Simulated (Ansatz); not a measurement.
**Property card for Ga**

Computed with DFT r2SCAN, scalar-relativistic, plane waves, PAW (Ansatz 0.2.0).

Settings: cutoff 500 eV, Γ-centred mesh 20×20×20 on the computed 1-atom cell, Gaussian smearing of 0.10 eV; no spin polarisation.

The structure is relaxed at this level of theory with its symmetry kept. This form isn't the element's structure at ambient conditions.

```
Ga
1.0
    -1.40255    1.40255    2.27222
     1.40255   -1.40255    2.27222
     1.40255    1.40255   -2.27222
Ga
1
Direct
  0.00000 0.00000 0.00000
```

* Space group: I4/mmm (No. 139)
* Volume per atom: 17.88 Å³
* Formation energy from the elements' standard states (uncorrected): +0.135 eV/atom
* Generalised Kohn–Sham band gap: none (metal)
* Density of states at the Fermi level: 0.35 states/eV per cell
* Löwdin character within 0.5 eV of the Fermi level: Ga 4p 66 %, Ga 4s 31 %
* Bulk modulus: 58 GPa
* Its pressure derivative: 5.9
* Bader charges (e): Ga (1 in the cell) 0.00